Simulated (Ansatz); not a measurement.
**Al₂O₃: relaxation step by step**

The guess for Al₂O₃ was made by a generator: random cell by space group and Wyckoff sites (P6/mmm, No. 191). The dimensions are guesses.

```yaml
crystal:
  lattice:
    - [4.30242, 0.00000, 0.00000]
    - [-2.15121, 3.72600, 0.00000]
    - [0.00000, 0.00000, 4.30806]
  atoms:
    - { symbol: Al, position: [0.00000, 0.00000, 0.50000] }
    - { symbol: Al, position: [0.00000, 0.00000, 0.00000] }
    - { symbol: O, position: [0.50000, 0.00000, 0.50000] }
    - { symbol: O, position: [0.00000, 0.50000, 0.50000] }
    - { symbol: O, position: [0.50000, 0.50000, 0.50000] }
```

Theory: DFT PBE, scalar-relativistic, plane waves, PAW in Ansatz 0.2.0. Cutoff 420 eV, Gaussian smearing, Γ-centred meshes. Cell and atoms relax first on a coarse mesh and then on a finer one. In between, the cell is made exact in the group found at 0.06 Å. In metals the finer mesh still leaves noise of several meV/atom or more. The steps can't lower the symmetry of their start. No spin polarisation in the relaxation; trial moments died out in a coarse test.

Steps on the 6×6×4 mesh (5 atoms, 14 steps). The free energy counts from the last step; the plane-wave basis is renewed at times, which shifts energy and pressure.

```csv
step,ΔF (meV/atom),V (Å³/atom),P (GPa)
1,351.8,13.81,9.45
2,200.8,14.26,4.96
3,108.9,14.52,2.52
4,65.9,14.66,1.51
5,60.7,14.90,-0.28
6,60.2,14.82,0.29
7,23.0,14.82,2.87
8,8.6,15.31,0.96
9,6.8,15.57,0.31
10,1.1,15.57,0.58
11,0.8,15.75,0.09
12,0.1,15.75,0.11
13,0.2,15.81,0.01
14,0.0,15.81,0.02
```

The relaxed structure, after a last relaxation on the converged mesh:

```cif
data_structure
_symmetry_space_group_name_H-M 'P6/mmm'
_symmetry_Int_Tables_number 191
_cell_length_a 4.0621
_cell_length_b 4.0621
_cell_length_c 5.5423
_cell_angle_alpha 90.000
_cell_angle_beta 90.000
_cell_angle_gamma 120.000
_cell_volume 79.20
loop_
_atom_site_label
_atom_site_type_symbol
_atom_site_symmetry_multiplicity
_atom_site_Wyckoff_symbol
_atom_site_fract_x
_atom_site_fract_y
_atom_site_fract_z
_atom_site_occupancy
Al1 Al 1 b 0.00000 0.00000 0.50000 1
Al2 Al 1 a 0.00000 0.00000 0.00000 1
O1 O 3 g 0.50000 0.00000 0.50000 1
```

The symmetry stays P6/mmm (No. 191). The volume per atom grows by 14.7 %, from 13.8 to 15.8 Å³. The shortest distance goes from 2.15 Å (Al–O and O–O) to 2.03 Å (Al–O and O–O). The ratio c/a of the conventional cell changes by a factor of 1.36. The energy falls by about 0.35 eV/atom (the start's value is from the coarse mesh). Around Al on its first site lie 6 O at 2.03 Å and 2 Al at 2.77 Å; around Al on its second site lie 2 Al at 2.77 Å; around O lie 4 O at 2.03 Å and 2 Al at 2.03 Å.

```json
{"Volume per atom": "15.84 Å³", "Density": "2.14 g/cm³", "Formation energy": "+0.18 eV/atom", "Gap on the 12×12×8 mesh of the 5-atom cell": "0 eV (a metal)"}
```

Formation energies are uncorrected and refer to the elements' standard structures at the same level (O₂ as a molecule).

The last run used Gaussian smearing of 0.10 eV. A structure relaxed within its symmetry needn't be a true minimum. In all, the 3 runs took 2.8 min on 1 thread of Intel(R) Xeon(R) Processor @ 2.50GHz (Skylake/Cascade Lake) (shared host). Another cell of Al2O3 relaxed alike, in R-3c (a cell as deposited in COD), lies 3.16 eV/atom lower, so this cell isn't the stable form at this level.
